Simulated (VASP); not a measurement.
## A VASP 6.6.1 single-point calculation on GaN

INCAR

```
LASPH = .TRUE.
EDIFF = 1E-7
NBANDS = 16
SIGMA = 0.1
LWAVE = .FALSE.
LREAL = .FALSE.
ISMEAR = 0
IVDW = 21
ISIF = 2
NELM = 120
IBRION = -1
GGA = PE
ENCUT = 520
PREC = Accurate
LCHARG = .FALSE.
NSW = 0
NELECT = 19
```

KPOINTS

```
KPOINTS created by Atomic Simulation Environment
0
Gamma
10 10 10
0 0 0
```

POSCAR

```
Ga N
 1.0000000000000000
    -0.0186955017000000    2.0898197332000001    2.0898197332000001
     2.0898197332000001   -0.0186955017000000    2.0898197332000001
     2.0898197332000001    2.0898197332000001   -0.0186955017000000
 Ga  N
   1   1
Cartesian
  0.0000000000000000  0.0000000000000000  0.0000000000000000
  2.0804719823500002  2.0804719823500002  2.0804719823500002
```

The recommended PBE PAW datasets give the neutral cell 18 valence electrons.

Command

```
mpirun -np 1 vasp_std
```

OSZICAR

```
N       E                     dE             d eps       ncg     rms          rms(c)
DAV:   1     0.909123631276E+02    0.90912E+02   -0.96996E+03  4360   0.221E+03
DAV:   2     0.302369800187E+01   -0.87889E+02   -0.83696E+02  4264   0.336E+02
DAV:   3    -0.141191633515E+01   -0.44356E+01   -0.44076E+01  4240   0.656E+01
DAV:   4    -0.144894029621E+01   -0.37024E-01   -0.37017E-01  4672   0.626E+00
DAV:   5    -0.144936343293E+01   -0.42314E-03   -0.42314E-03  4320   0.601E-01    0.930E+00
DAV:   6     0.810879122158E+00    0.22602E+01   -0.80358E+00  5336   0.370E+01    0.283E+00
DAV:   7     0.820172742488E+00    0.92936E-02   -0.36579E-01  4488   0.853E+00    0.180E+00
DAV:   8     0.826377165185E+00    0.62044E-02   -0.93463E-02  4264   0.340E+00    0.113E+00
DAV:   9     0.835694139938E+00    0.93170E-02   -0.27777E-02  4592   0.285E+00    0.204E-01
DAV:  10     0.835511315988E+00   -0.18282E-03   -0.17624E-03  4216   0.453E-01    0.181E-01
DAV:  11     0.835532475734E+00    0.21160E-04   -0.72397E-05  4568   0.710E-02    0.329E-02
DAV:  12     0.835531879346E+00   -0.59639E-06   -0.49077E-06  4328   0.188E-02    0.147E-02
DAV:  13     0.835536293358E+00    0.44140E-05   -0.44746E-06  4656   0.343E-02    0.382E-03
DAV:  14     0.835536192301E+00   -0.10106E-06   -0.33587E-07  4152   0.578E-03    0.105E-03
DAV:  15     0.835536240280E+00    0.47979E-07   -0.39789E-09  2184   0.708E-04
   1 F= 0.33115451E+00 E0= 0.33363127E+00  d E =-.495351E-02
```

From OUTCAR

```
k-points           NKPTS =    116   k-points in BZ     NKDIM =    116   number of bands    NBANDS=     16

   NELECT =      19.0000    total number of electrons

   dimension x,y,z NGX =    24 NGY =   24 NGZ =   24
   dimension x,y,z NGXF=    48 NGYF=   48 NGZF=   48

  energy-cutoff  :      520.00
  volume of cell :       18.50
      direct lattice vectors                 reciprocal lattice vectors
    -0.018695502  2.089819733  2.089819733    -0.236068228  0.238199154  0.238199154
     2.089819733 -0.018695502  2.089819733     0.238199154 -0.236068228  0.238199154
     2.089819733  2.089819733 -0.018695502     0.238199154  0.238199154 -0.236068228

 k-points in reciprocal lattice and weights: KPOINTS created by Atomic Simulation Env
   0.00000000  0.00000000  0.00000000       0.001
   0.10000000  0.00000000  0.00000000       0.006
   0.20000000  0.00000000  0.00000000       0.006
   0.30000000  0.00000000  0.00000000       0.006
   0.40000000  0.00000000  0.00000000       0.006
   0.50000000 -0.00000000 -0.00000000       0.003
   0.10000000  0.10000000  0.00000000       0.006
   0.20000000  0.10000000  0.00000000       0.012
   ...

 E-fermi :  13.0304

 k-point     1 :       0.0000    0.0000    0.0000
  band No.  band energies     occupation
      1      -9.6436      2.00000
      2      -5.4197      2.00000
      3      -5.4197      2.00000
      4      -5.4038      2.00000
      5      -5.2903      2.00000
      6      -5.2903      2.00000
      7       7.4974      2.00000
      8       7.4974      2.00000
      9       7.6608      2.00000
     10      10.4222      2.00000
     11      22.3099      0.00000
     12      22.3099      0.00000
     13      22.7256      0.00000
     14      23.3599      0.00000
     15      23.9162      0.00000
     16      23.9162      0.00000

 k-point     2 :       0.1000    0.0000    0.0000
  band No.  band energies     occupation
      1      -9.4421      2.00000
      2      -5.4292      2.00000
      3      -5.4104      2.00000
      4      -5.3937      2.00000
      5      -5.3054      2.00000
      6      -5.3052      2.00000
      7       6.2982      2.00000
      8       7.5283      2.00000
      9       7.6669      2.00000
     10      11.3946      2.00000
     11      19.9391      0.00000
     12      21.7428      0.00000
     13      21.9511      0.00000
     14      23.6139      0.00000
     15      23.7592      0.00000
     16      24.0412      0.00000

 k-point     3 :       0.2000    0.0000    0.0000
  band No.  band energies     occupation
      1      -8.8564      2.00000
      2      -5.4595      2.00000
      3      -5.4351      2.00000
      4      -5.4180      2.00000
      5      -5.2941      2.00000
      6      -5.2897      2.00000
      7       4.1936      2.00000
      8       7.6194      2.00000
      9       7.7358      2.00000
     10      12.6287      2.00000
     11      18.0356      0.00000
     12      20.0468      0.00000
     13      20.1818      0.00000
     14      23.3451      0.00000
     15      24.6935      0.00000
     16      25.0728      0.00000

 ...

  Total      20.67617    20.67617    20.67617    -0.08766    -0.08766    -0.08766
  in kB    1790.75188  1790.75188  1790.75188    -7.59219    -7.59219    -7.59219
  external pressure =     1790.75 kB  Pullay stress =        0.00 kB

 POSITION                                       TOTAL-FORCE (eV/Angst)
 -----------------------------------------------------------------------------------
      0.00000      0.00000      0.00000         0.000000      0.000000     -0.000000
      2.08047      2.08047      2.08047        -0.000000     -0.000000      0.000000
 -----------------------------------------------------------------------------------
    total drift:                                0.000000     -0.000000     -0.000000

  FREE ENERGIE OF THE ION-ELECTRON SYSTEM (eV)
  ---------------------------------------------------
  free  energy   TOTEN  =         0.3311545093 eV

  energy  without entropy=        0.3361080235  energy(sigma->0) =        0.33363127
```

It converged. Results: pressure 179.1 GPa.

The cell is charged and sits in a uniform background.

For comparison, a separate PBE run of the intended cell, on usual settings and not on those above, gives a gap of 0.71 eV on its mesh and a pressure of 12.5 GPa.

The run above took about 54 s on one core of a shared host (Intel Xeon 6975P-C) and held 0.16 GiB at most.
